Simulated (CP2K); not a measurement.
# MoS2 in CP2K: reference runs, part 2 of 2

CP2K 2026.2. Earlier steps stand in the parts before.

### Step 6. Single point, PBEsol, 30.45 Å³/atom (volume scaled by 0.96)

mos2_eos.inp

```
&GLOBAL
  PROJECT mos2_eos
  RUN_TYPE ENERGY_FORCE
  PRINT_LEVEL LOW
&END GLOBAL
&FORCE_EVAL
  METHOD QS
  STRESS_TENSOR ANALYTICAL
  &DFT
    BASIS_SET_FILE_NAME BASIS_MOLOPT_UZH
    POTENTIAL_FILE_NAME POTENTIAL_UZH
    WFN_RESTART_FILE_NAME previous-RESTART.kp
    &MGRID
      CUTOFF 450
      REL_CUTOFF 60
      NGRIDS 4
    &END MGRID
    &QS
      METHOD GPW
      EPS_DEFAULT 1.0E-10
    &END QS
    &KPOINTS
      SCHEME MONKHORST-PACK 10 10 2
      GAMMA_CENTERED T
      SYMMETRY T
      SYMMETRY_BACKEND SPGLIB
    &END KPOINTS
    &SCF
      SCF_GUESS RESTART
      EPS_SCF 1.0E-6
      MAX_SCF 100
      ADDED_MOS 24
      CHOLESKY OFF
      EPS_EIGVAL 1.0E-7
      &DIAGONALIZATION ON
        ALGORITHM STANDARD
      &END DIAGONALIZATION
      &MIXING ON
        METHOD BROYDEN_MIXING
        ALPHA 0.4
        BETA 1.5
        NBUFFER 8
      &END MIXING
      &SMEAR ON
        METHOD FERMI_DIRAC
        ELECTRONIC_TEMPERATURE 580.23
      &END SMEAR
    &END SCF
    &XC
      &XC_FUNCTIONAL
        &GGA_X_PBE_SOL
        &END GGA_X_PBE_SOL
        &GGA_C_PBE_SOL
        &END GGA_C_PBE_SOL
      &END XC_FUNCTIONAL
    &END XC
    &PRINT
      &KPOINTS ON
      &END KPOINTS
      &MULLIKEN ON
      &END MULLIKEN
      &MO ON
        ENERGIES T
        OCCUPATION_NUMBERS T
        &EACH
          QS_SCF 0
        &END EACH
        ADD_LAST NUMERIC
      &END MO
    &END PRINT
  &END DFT
  &SUBSYS
    &CELL
      A 3.1415018360 0.0000000000 0.0000000000
      B -1.5707509180 2.7206203960 0.0000000000
      C 0.0000000000 0.0000000000 21.3776537535
      PERIODIC XYZ
    &END CELL
    &COORD
      SCALED
      Mo  0.3333333333 0.6666666667 0.8511602300
      Mo  0.6666666667 0.3333333333 0.1488397700
      S   0.6666666667 0.3333333333 0.7796253900
      S   0.3333333333 0.6666666667 0.0772510000
      S   0.6666666667 0.3333333333 0.9227490000
      S   0.3333333333 0.6666666667 0.2203746100
    &END COORD
    &KIND Mo
      BASIS_SET TZVP-MOLOPT-PBE-GTH-q14
      POTENTIAL GTH-PBE-q14
    &END KIND
    &KIND S
      BASIS_SET TZVP-MOLOPT-PBE-GTH-q6
      POTENTIAL GTH-PBE-q6
    &END KIND
    &PRINT
      &ATOMIC_COORDINATES ON
      &END ATOMIC_COORDINATES
      &CELL ON
      &END CELL
    &END PRINT
  &END SUBSYS
  &PRINT
    &FORCES ON
    &END FORCES
    &STRESS_TENSOR ON
    &END STRESS_TENSOR
  &END PRINT
&END FORCE_EVAL
```

Potentials or basis: POTENTIAL_UZH Mo GTH-PBE-q14, S GTH-PBE-q6; TZVP-MOLOPT-PBE-GTH basis.

The run is started by

```console
OMP_NUM_THREADS=1 mpirun -n 3 cp2k.psmp -i mos2_eos.inp -o mos2_eos.out
```

Wall time 34 s (3 MPI ranks of Arm Neoverse V1, shared host).

Results (log left out):

```
Free energy            : -4800.9338 eV
Largest force          : 0.912 eV/Å
Band gap on the k mesh : 1.44 eV, indirect (least direct gap 2.03 eV)
Mulliken charges       : Mo -0.37; S +0.15, +0.22 e
```

Caveat: Mulliken charges move with the basis; the potentials were made for another functional, which shifts forces and pressure; the basis of atomic orbitals isn't converged, which shifts pressures, moduli and gaps.

### Step 7. Single point, PBEsol, 32.99 Å³/atom (volume scaled by 1.04)

Changes to mos2_eos.inp since step 6:

```diff
@@ -73,5 +73,5 @@
     &CELL
-      A 3.1415018360 0.0000000000 0.0000000000
-      B -1.5707509180 2.7206203960 0.0000000000
-      C 0.0000000000 0.0000000000 21.3776537535
+      A 3.2264481230 0.0000000000 0.0000000000
+      B -1.6132240615 2.7941860385 0.0000000000
+      C 0.0000000000 0.0000000000 21.9557060374
       PERIODIC XYZ
```

Potentials or basis: POTENTIAL_UZH Mo GTH-PBE-q14, S GTH-PBE-q6; TZVP-MOLOPT-PBE-GTH basis.

The run is started by

```console
OMP_NUM_THREADS=1 mpirun -n 3 cp2k.psmp -i mos2_eos.inp -o mos2_eos.out
```

mos2_eos.out:

```text

 CP2K| version string:                                       CP2K version 2026.2
 CP2K| Input file name                                              mos2_eos.inp

 GLOBAL| Force Environment number                                              1
 GLOBAL| Basis set file name                                    BASIS_MOLOPT_UZH
 GLOBAL| Potential file name                                       POTENTIAL_UZH
 GLOBAL| MM Potential file name                                     MM_POTENTIAL
 GLOBAL| Coordinate file name                                      __STD_INPUT__
 GLOBAL| Method name                                                        CP2K
 GLOBAL| Project name                                                   mos2_eos
 GLOBAL| Run type                                                   ENERGY_FORCE
 GLOBAL| FFT library                                                       FFTW3
 GLOBAL| Diagonalization library                                       ScaLAPACK
 GLOBAL| Cholesky decomposition library                                ScaLAPACK
 GLOBAL| DGEMM library                                                      BLAS
 GLOBAL| Direct generalized diagonalization requested                          F
[... 977 lines left out ...]

 ENERGY| Total FORCE_EVAL ( QS ) energy [hartree]           -176.429441918796186

 FORCES| Atomic forces [hartree/bohr]
 FORCES|   Atom     x               y               z               |f|
 FORCES|      1  7.02998604E-10  6.89362973E-09  3.54900792E-04   3.54900792E-04
 FORCES|      2 -7.22140931E-10 -6.43282017E-09 -3.54901415E-04   3.54901415E-04
 FORCES|      3  6.12130928E-10 -3.23103157E-09  9.36821643E-03   9.36821643E-03
 FORCES|      4 -7.66573406E-10 -4.78993778E-10  8.83262576E-03   8.83262576E-03
 FORCES|      5  8.10998040E-10 -2.04076801E-11 -8.83262637E-03   8.83262637E-03
 FORCES|      6 -6.38249550E-10  3.26985589E-09 -9.36821520E-03   9.36821520E-03
 FORCES| Sum    -8.36315413E-13  2.32423590E-13 -9.28340738E-13
 FORCES| Total atomic force                                       1.27092908E-12

 STRESS| Analytical stress tensor [bar]
 STRESS|                        x                   y                   z
 STRESS|      x       -4.12443116046E+04   4.22113134774E-02  -2.91670030200E-04
 STRESS|      y        4.22113134774E-02  -4.12443811576E+04  -8.64134185531E-03
 STRESS|      z       -2.91670030200E-04  -8.64134185531E-03  -2.62352727636E+04
 STRESS| 1/3 Trace                                            -3.62413218419E+04
 STRESS| Determinant                                          -4.46287204010E+13

 STRESS| Eigenvectors and eigenvalues of the analytical stress tensor [bar]
 STRESS|                        1                   2                   3
 STRESS| Eigenvalues  -4.12444010730E+04  -4.12442916892E+04  -2.62352727636E+04
 STRESS|      x          -0.426695254576      0.904395466443     -0.000000019435
 STRESS|      y           0.904395466443      0.426695254576     -0.000000575740
 STRESS|      z           0.000000512404      0.000000263242      1.000000000000
```

Wall time 29 s (3 MPI ranks of Arm Neoverse V1, shared host).

What came out:

```yaml
Free_energy: -4800.8893 eV
Largest_force: 0.482 eV/Å
Band_gap_on_the_k_mesh: 1.33 eV, indirect (least direct gap 1.82 eV)
Mulliken_charges: Mo -0.30; S +0.13, +0.17 e
```

Caveat: Mulliken charges move with the basis; the potentials were made for another functional, which shifts forces and pressure; the basis of atomic orbitals isn't converged, which shifts pressures, moduli and gaps.

### Step 8. Single point, PBEsol, 29.82 Å³/atom (volume scaled by 0.94)

Changes to mos2_eos.inp since step 7:

```diff
@@ -73,5 +73,5 @@
     &CELL
-      A 3.2264481230 0.0000000000 0.0000000000
-      B -1.6132240615 2.7941860385 0.0000000000
-      C 0.0000000000 0.0000000000 21.9557060374
+      A 3.1195325729 0.0000000000 0.0000000000
+      B -1.5597662865 2.7015944561 0.0000000000
+      C 0.0000000000 0.0000000000 21.2281547802
       PERIODIC XYZ
```

The run is started by

```console
OMP_NUM_THREADS=1 mpirun -n 3 cp2k.psmp -i mos2_eos.inp -o mos2_eos.out
```

It took 35 s on 3 MPI ranks of Arm Neoverse V1, shared host.

The run converged. Its results:

```
Free energy            : -4800.8325 eV
Largest force          : 1.325 eV/Å
Band gap on the k mesh : 1.47 eV, indirect (least direct gap 2.09 eV)
Mulliken charges       : Mo -0.38; S +0.15, +0.23 e
```

Caveat: Mulliken charges move with the basis; the potentials were made for another functional, which shifts forces and pressure; the basis of atomic orbitals isn't converged, which shifts pressures, moduli and gaps.

### Step 9. Single point, PBEsol, 33.62 Å³/atom (volume scaled by 1.06)

Changes to mos2_eos.inp since step 8:

```diff
@@ -73,5 +73,5 @@
     &CELL
-      A 3.1195325729 0.0000000000 0.0000000000
-      B -1.5597662865 2.7015944561 0.0000000000
-      C 0.0000000000 0.0000000000 21.2281547802
+      A 3.2469993021 0.0000000000 0.0000000000
+      B -1.6234996510 2.8119838817 0.0000000000
+      C 0.0000000000 0.0000000000 22.0955550693
       PERIODIC XYZ
```

Potentials or basis: POTENTIAL_UZH Mo GTH-PBE-q14, S GTH-PBE-q6; TZVP-MOLOPT-PBE-GTH basis.

The run is started by

```console
OMP_NUM_THREADS=1 mpirun -n 3 cp2k.psmp -i mos2_eos.inp -o mos2_eos.out
```

Run time: 31 s. Hardware: 3 MPI ranks of Arm Neoverse V1, shared host.

The run converged. Its results:

* Free energy: -4800.7876 eV
* Largest force: 0.765 eV/Å
* Band gap on the k mesh: 1.30 eV, indirect (least direct gap 1.77 eV)
* Mulliken charges: Mo -0.29; S +0.13, +0.16 e

Caveat: Mulliken charges move with the basis; the potentials were made for another functional, which shifts forces and pressure; the basis of atomic orbitals isn't converged, which shifts pressures, moduli and gaps.

### Step 10. Equation of state, PBEsol

No new run: the results of the series are fitted here.

What came out:

```
Equilibrium volume                        : 31.50 Å³/atom
Bulk modulus at fixed shape and positions : 87 GPa
Pressure derivative of the bulk modulus   : 4.4
```

Energy against volume, from the lowest point:
| volume (Å³/atom) | energy (meV/atom) |
| --- | --- |
| 29.817 | 26.59 |
| 30.452 | 9.70 |
| 31.086 | 1.13 |
| 31.721 | 0.00 |
| 32.355 | 5.56 |
| 32.990 | 17.12 |
| 33.624 | 34.07 |

Caveat: the cell was scaled at fixed shape and fractional positions, which overstates the stiffness of a crystal with free parameters, most of all of layers and chains; the potentials were made for another functional, which shifts forces and pressure; the basis of atomic orbitals isn't converged, which shifts pressures, moduli and gaps.

### Step 11. Single point, PBEsol (atoms moved at random, drawn with an rms of 0.05 Å)

mos2_scf.inp

```
&GLOBAL
  PROJECT mos2_scf
  RUN_TYPE ENERGY_FORCE
  PRINT_LEVEL LOW
&END GLOBAL
&FORCE_EVAL
  METHOD QS
  STRESS_TENSOR ANALYTICAL
  &DFT
    BASIS_SET_FILE_NAME BASIS_MOLOPT_UZH
    POTENTIAL_FILE_NAME POTENTIAL_UZH
    &MGRID
      CUTOFF 450
      REL_CUTOFF 60
      NGRIDS 5
    &END MGRID
    &QS
      METHOD GPW
      EPS_DEFAULT 1.0E-10
    &END QS
    &KPOINTS
      SCHEME MONKHORST-PACK 10 10 2
      GAMMA_CENTERED T
      SYMMETRY T
      SYMMETRY_BACKEND SPGLIB
    &END KPOINTS
    &SCF
      SCF_GUESS ATOMIC
      EPS_SCF 1.0E-6
      MAX_SCF 100
      ADDED_MOS 24
      CHOLESKY OFF
      EPS_EIGVAL 1.0E-7
      &DIAGONALIZATION ON
        ALGORITHM STANDARD
      &END DIAGONALIZATION
      &MIXING ON
        METHOD BROYDEN_MIXING
        ALPHA 0.4
        BETA 1.5
        NBUFFER 8
      &END MIXING
      &SMEAR ON
        METHOD FERMI_DIRAC
        ELECTRONIC_TEMPERATURE [K] 580.226
      &END SMEAR
    &END SCF
    &XC
      &XC_FUNCTIONAL
        &GGA_X_PBE_SOL
        &END GGA_X_PBE_SOL
        &GGA_C_PBE_SOL
        &END GGA_C_PBE_SOL
      &END XC_FUNCTIONAL
    &END XC
    &PRINT
      &KPOINTS ON
      &END KPOINTS
      &MULLIKEN ON
      &END MULLIKEN
      &MO ON
        ENERGIES T
        OCCUPATION_NUMBERS T
        &EACH
          QS_SCF 0
        &END EACH
        ADD_LAST NUMERIC
      &END MO
      &LOWDIN ON
      &END LOWDIN
      &HIRSHFELD ON
        SHAPE_FUNCTION DENSITY
      &END HIRSHFELD
    &END PRINT
  &END DFT
  &SUBSYS
    &CELL
      ABC 3.1845414560 3.1845414560 21.6705347200
      ALPHA_BETA_GAMMA 90.0000000000 90.0000000000 120.0000000000
      PERIODIC XYZ
    &END CELL
    &COORD
      Mo  0.0309617043 1.8429266794 18.4395880165
      Mo  1.6098095901 0.9509300560 3.2172075845
      S   1.5821836929 0.9586797376 16.8690810242
      S   -0.0051095968 1.8375763655 1.6756090856
      S   1.5373071347 0.9285138952 20.0170079093
      S   0.0079709073 1.8008163990 4.7328014418
    &END COORD
    &KIND Mo
      BASIS_SET TZVP-MOLOPT-PBE-GTH-q14
      POTENTIAL GTH-PBE-q14
    &END KIND
    &KIND S
      BASIS_SET TZVP-MOLOPT-PBE-GTH-q6
      POTENTIAL GTH-PBE-q6
    &END KIND
    &PRINT
      &ATOMIC_COORDINATES ON
      &END ATOMIC_COORDINATES
      &CELL ON
      &END CELL
    &END PRINT
  &END SUBSYS
  &PRINT
    &FORCES ON
    &END FORCES
    &STRESS_TENSOR ON
    &END STRESS_TENSOR
  &END PRINT
&END FORCE_EVAL
```

The run is started by

```console
OMP_NUM_THREADS=1 mpirun -n 3 cp2k.psmp -i mos2_scf.inp -o mos2_scf.out
```

Wall time 69 s (3 MPI ranks of Arm Neoverse V1, shared host).

Results (log left out):

| Property | Result |
| --- | --- |
| Free energy | -4800.8855 eV |
| Largest force | 1.302 eV/Å |
| Band gap on the k mesh | 1.29 eV, indirect (least direct gap 1.78 eV) |
| Mulliken charges | Mo -0.32, -0.35; S +0.14, +0.20, +0.18, +0.15 e |
| Hirshfeld charges | Mo +0.22, +0.23; S -0.11 e |

Forces in eV/Å, atoms in the order of the input:
```
Mo  -1.235  0.410  0.054
Mo  -0.350 -1.098 -0.462
S    0.430 -0.317  0.212
S    0.234  0.366 -0.445
S    0.806 -0.092 -0.228
S    0.114  0.731  0.869
```

Stress tensor (GPa, compression positive):
```
-0.63 -0.21  0.34
-0.21 -1.53  0.75
 0.34  0.75  0.89
```

Levels at points of the mesh, in eV from the valence-band top:
| k point | band 23 | band 24 | band 25 | band 26 | band 27 | band 28 | band 29 | band 30 |
| --- | --- | --- | --- | --- | --- | --- | --- | --- |
| (0.00, 0.00, 0.00) | -1.67 | -1.56 | -0.49 | 0.00 | 2.05 | 2.09 | 2.48 | 2.56 |
| (0.00, 0.00, 0.50) | -1.67 | -1.56 | -0.49 | 0.00 | 2.05 | 2.09 | 2.48 | 2.56 |
| (0.00, 0.50, 0.00) | -1.54 | -1.43 | -0.94 | -0.85 | 1.88 | 1.93 | 2.37 | 2.46 |
| (0.00, 0.50, 0.50) | -1.54 | -1.43 | -0.94 | -0.85 | 1.88 | 1.93 | 2.37 | 2.46 |
| (0.50, 0.00, 0.00) | -1.52 | -1.40 | -1.09 | -0.86 | 1.79 | 1.95 | 2.35 | 2.45 |
| (0.50, 0.00, 0.50) | -1.52 | -1.40 | -1.09 | -0.86 | 1.79 | 1.95 | 2.35 | 2.45 |
| (0.50, 0.50, 0.00) | -1.57 | -1.28 | -1.12 | -0.99 | 1.81 | 1.86 | 2.35 | 2.44 |
| (0.50, 0.50, 0.50) | -1.57 | -1.28 | -1.12 | -0.99 | 1.81 | 1.86 | 2.35 | 2.44 |

Caveat: Mulliken charges move with the basis; the potentials were made for another functional, which shifts forces and pressure; the basis of atomic orbitals isn't converged, which shifts pressures, moduli and gaps.

### Step 12. The runs side by side

| task | cell | NGRIDS | MPI ranks | gap on the mesh (eV) | largest force (eV/Å) |
| --- | --- | --- | --- | --- | --- |
| single point | as given | 4 | 3 | 1.38 | 0.18 |
| equation of state | as given | 4 | - | - | - |
| single point | atoms moved at random, drawn with an rms of 0.05 Å | 5 | 3 | 1.29 | 1.30 |

Alike in all rows: level PBEsol; potentials or basis POTENTIAL_UZH Mo GTH-PBE-q14, S GTH-PBE-q6; TZVP-MOLOPT-PBE-GTH basis; no spin polarisation; k mesh 10 × 10 × 2; smearing fermi-dirac 0.05 eV.

Caveats: the potentials were made for another functional, which shifts forces and pressure; the basis of atomic orbitals isn't converged, which shifts pressures, moduli and gaps; the cell was scaled at fixed shape and fractional positions, which overstates the stiffness of a crystal with free parameters, most of all of layers and chains (some runs).

Absolute energies hang on the potentials; compare differences alone.
